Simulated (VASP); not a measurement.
Set up this calculation in VASP 6.6.1, as the native input.

| Quantity | Value |
| --- | --- |
| Task | relaxation of cell and atoms |
| Functional | LDA |
| Potentials or basis | VASP PAW LDA potentials, release 64 (Ta_pv, S) |
| Cutoff | 600 eV |
| k mesh | 15 × 15 × 6 |
| Occupations | methfessel-paxton, width 0.1 eV |
| Spin | no spin polarisation |
| Further INCAR settings | ALGO = Normal; EDIFF = 1e-06; IBRION = 2; EDIFFG = -0.01; NSW = 90; ISIF = 3 |

The structure of TaS2 lies in POSCAR:

```
TaS2
1.0
    3.3500000000      0.0000000000      0.0000000000
   -1.6750000000      2.9011851027      0.0000000000
    0.0000000000      0.0000000000      5.8600000000
Ta S
1 2
Direct
    0.0000000000      0.0000000000      0.0000000000
    0.3333333333      0.6666666667      0.2500000000
    0.6666666667      0.3333333333      0.7500000000
```

The input as run:

INCAR

```
ALGO = Normal
EDIFF = 1E-6
EDIFFG = -0.01
ENCUT = 600
IBRION = 2
ISIF = 3
ISMEAR = 1
LASPH = T
LCHARG = F
LREAL = F
LWAVE = F
NELM = 80
NSW = 90
PREC = Accurate
SIGMA = 0.1
```

KPOINTS

```
k-points
0
Gamma
  15 15 6
```

Potentials or basis: VASP PAW LDA potentials, release 64 (Ta_pv, S).

The run is started by

```sh
$ cat potpaw_LDA.64/Ta_pv/POTCAR potpaw_LDA.64/S/POTCAR > POTCAR
$ mpirun -np 1 vasp_std > vasp.out
```

It gave:

The relaxed volume is 17.94 Å³/atom. The relaxed cell is a = 3.292 Å, b = 3.292 Å, c = 5.736 Å, α = 90.00°, β = 90.00°, γ = 120.00°, the space group after relaxing (to 0.05 Å) is P-3m1 (No. 164) and the energy gained by relaxing is 23.7 meV/atom. The ionic steps are 16 and the pressure after relaxing is 0.0 GPa. The largest force after relaxing is 0.008 eV/Å and the band gap on the k mesh is none (metal or under the smearing width).

It took 18 min on 1 thread of Intel(R) Xeon(R) Platinum 8375C CPU @ 2.90GHz (Ice Lake), on a shared host, peak memory 0.3 GiB.
